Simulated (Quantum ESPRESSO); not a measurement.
# Hf in Quantum ESPRESSO: the effect of strain

Crystal: Hf.

```
Hf
1.0
    -1.73280    1.73280    1.80500
     1.73280   -1.73280    1.80500
     1.73280    1.73280   -1.80500
Hf
1
Direct
  0.00000 0.00000 0.00000
```

This isn't the form of Hf at room conditions, which is hcp.

Alike in all runs:

```yaml
Program: Quantum ESPRESSO 7.5
Task: single point
Functional: PBEsol
Potentials_or_basis: SSSP 1.3 efficiency PBE
Cutoff: 816 eV
Density_cutoff: 3265 eV
k_mesh: 10 × 10 × 10
Occupations: fermi-dirac, width 0.05 eV
Spin: no spin polarisation
Kind_of_strain: biaxial_xy
Mixing_beta: 0.5
Most_SCF_iterations: 120
SCF_threshold: 2e-10 Ry
```

```tsv
strain	pressure (GPa)
-0.04	?
-0.02	-5.1
-0.01	-6.9
0	-8.5
0.01	-10.0
0.02	-11.4
0.04	-13.7
```

Task: What does the run with strain -0.04 give?

Result: Pressure -1.0 GPa.

Worked out: A parabola through the other rows of the pressure, of slope -211 GPa per unit of strain there, extrapolates to -1.2 GPa, against the run's -1.0.

Caveats: the potentials were made for another functional, which shifts forces and pressure.
